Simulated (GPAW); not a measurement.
AlNi:

```xyz
2
Lattice="1.9387 -1.9532 0.0000 1.9387 1.9532 0.0000 0.0000 0.0000 3.0994" Properties=species:S:1:pos:R:3 pbc="T T T"
Ni    1.9387    0.0000    1.5497
Al    0.0000    0.0000    0.0000
```

The cell comes from a database or a generator and needn't be the stable form of this composition.

| Item | Value |
| --- | --- |
| Program | GPAW 26.7.0 |
| Task | relaxation of cell and atoms |
| Functional | PBEsol |
| Potentials or basis | PAW data sets generated in the run's folder for this functional |
| Cutoff | 600 eV |
| Basis | pw |
| k mesh | 6 × 6 × 6 |
| Occupations | fermi-dirac, width 0.05 eV |
| Spin | collinear spin, ferromagnetic start |
| Starting moments | [1.0, 0.0] μB |

At the start: pressure 1.5 GPa; volume 11.74 Å³/atom.

Q: How do energy, volume and symmetry change on relaxing?

A: Over 9 steps the energy falls by 6.5 meV/atom and the volume is 11.83 Å³/atom (+0.8 %); space group P4/mmm (No. 123, to 0.05 Å); moment 0.00 μB per cell.

Step by step:
```
step  energy change (eV)  largest force (eV/Å)  pressure (GPa)  volume (Å³)
   1              0.0000                0.0000            1.46        23.47
   2             -0.0014                0.0000            1.04        23.53
   3             -0.0070                0.0000           -1.38        23.85
   4             -0.0086                0.0000           -1.74        23.90
   5             -0.0113                0.0000           -1.68        23.89
   6             -0.0123                0.0000           -0.88        23.78
   7             -0.0128                0.0000            0.14        23.64
   8             -0.0128                0.0000            0.14        23.64
   9             -0.0129                0.0000            0.02        23.65
```

Final structure:
```yaml
crystal:
  lattice:
    - [1.98248, -1.98246, 0.00000]
    - [1.98248, 1.98246, 0.00000]
    - [0.00000, 0.00000, 3.00894]
  atoms:
    - { symbol: Ni, position: [0.50000, 0.50000, 0.50000] }
    - { symbol: Al, position: [0.00000, 0.00000, 0.00000] }
```

Caveat: the k mesh is coarse (spacing up to 0.38 Å⁻¹), so the values aren't converged; each step starts from the last one's moments, so a moment once lost doesn't come back; the stock nickel data set gives pressures a few GPa off other programs; later steps reuse the first step's grids.
